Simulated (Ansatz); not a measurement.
KH3F4 — ⁴¹K nuclear quadrupole resonance

Cell: a computed structure from the Materials Project (it need not be an observed phase), atoms as given.

Space group R-3c:H (No. 167); a = 7.4032, c = 11.4478 Å, γ = 120.00°.

```csv
site,Wyckoff,site symmetry,x,y,z
K,6b,-3.,0.0000,0.0000,0.0000
H,18e,.2,0.1903,0.1903,0.2500
F9,18e,.2,0.3333,0.9901,0.4167
F13,6a,32,0.0000,0.0000,0.2500
```

One atom of each set is listed; the run and its k-mesh use a cell of 16 atoms with edges of 5.73, 5.73, 5.73 Å.

Computed with Ansatz: DFT, r2SCAN, plane waves and PAW, scalar-relativistic, 500 eV cutoff, Γ-centred 4×4×4 k-points, Fermi–Dirac smearing 0.02 eV.

⁴¹K: I = 3/2, Q = 73.40 mb (year-2017 value). Static lattice, zero field.

(1) Predict the zero-field ⁴¹K lines of each site.

(2) And for ³⁹K (I = 3/2, Q = 60.30 mb) on K?

## Answers

(1) For I = 3/2 there is one line, ν = (|C_Q|/2)(1 + η²/3)^½.

```csv
site,atoms,V_zz (10²¹ V/m²),C_Q (MHz),η,line frequencies (MHz)
K,2,1.29,2.29,0.00,1.14
```

(2) C_Q scales with Q to 1.88 MHz, with lines at 0.940 MHz.

An axis of threefold or higher order runs through K, so V_zz lies along it and η is zero.

The run took 28 s of wall time (28 s of CPU time) and 0.83 GiB at its peak, on 1 thread of Arm Neoverse V2 (aarch64; 8 cores open to the job, memory cap 2.5 GiB, no GPU), a shared host with a load of 0.7 a core.
